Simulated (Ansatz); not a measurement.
**SnTe in Ansatz: the effect of functional**

SnTe:

```
CELL_PARAMETERS angstrom
0.00000 3.15085 3.15085
3.15085 0.00000 3.15085
3.15085 3.15085 0.00000
ATOMIC_POSITIONS crystal
Te 0.50000 0.50000 0.50000
Sn 0.00000 0.00000 0.00000
```

Alike in all runs:

```yaml
Program: Ansatz 0.2.0
Task: single point
Potentials_or_basis: all-electron PAW datasets made for the crystal
k_mesh: 6 × 6 × 6
Occupations: fermi-dirac, width 0.05 eV
Spin: no spin polarisation
```

Task: One run gave: gap on the mesh 0.61 eV. Which functional did it use?
A. HSE06
B. PBE
C. PBE0
D. PBEsol

Result: C.

```csv
functional,cutoff,gap on the mesh (eV)
PBE,240 eV,0.10
HSE06,270 eV,0.11
PBE0,270 eV,0.61
PBEsol,240 eV,0.14
```

Caveats: spin-orbit coupling is left out, which moves the levels of the heavy elements.

A k mesh can miss the band edges.

Not every run made on this cell is shown here.
